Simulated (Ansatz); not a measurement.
HfN:

```
CELL_PARAMETERS angstrom
0.00000 2.25600 2.25600
2.25600 0.00000 2.25600
2.25600 2.25600 0.00000
ATOMIC_POSITIONS crystal
Hf 0.00000 0.00000 0.00000
N 0.50000 0.50000 0.50000
```

```yaml
Program: Ansatz 0.2.0
Task: relaxation of cell and atoms
Functional: PBEsol0
Potentials_or_basis: Ansatz PAW
Cutoff: "420 eV (not typed: the program's choice for these potentials)"
k_mesh: 5 × 5 × 5
Occupations: fermi-dirac, width 0.05 eV
Spin: no spin polarisation
```

At the start: volume 11.48 Å³/atom.

Problem. Where does the relaxation end?

Solution. It ends after 7 steps and the volume is 11.31 Å³/atom (-1.5 %); space group Fm-3m (No. 225, to 0.05 Å).

Step by step:
| step | energy change (eV) | largest force (eV/Å) | volume (Å³) |
| --- | --- | --- | --- |
| 1 | 0.0000 | 0.0000 | 22.96 |
| 2 | -0.0044 | 0.0000 | 22.44 |
| 3 | -0.0054 | 0.0000 | 22.64 |
| 4 | -0.0055 | 0.0000 | 22.63 |
| 5 | -0.0044 | 0.0000 | 22.63 |
| 6 | -0.0044 | 0.0000 | 22.63 |
| 7 | -0.0044 | 0.0000 | 22.63 |

Final structure:
```xyz
2
Lattice="0.0000 2.2450 2.2450 2.2450 0.0000 2.2450 2.2450 2.2450 0.0000" Properties=species:S:1:pos:R:3 pbc="T T T"
Hf    0.0000    0.0000    0.0000
N     2.2450    2.2450    2.2450
```

Caveat: the k mesh is coarse (spacing up to 0.48 Å⁻¹), so the values aren't converged, least of all with exact exchange; the plane-wave basis is chosen anew once the cell has moved, so the energies of steps on either side of that aren't comparable; the pressure holds a Pulay correction of +0.5 GPa for the finite cutoff; the PAW data sets come from PBE, with cores solved anew for the run's functional, which leaves a small shift of forces and pressure.
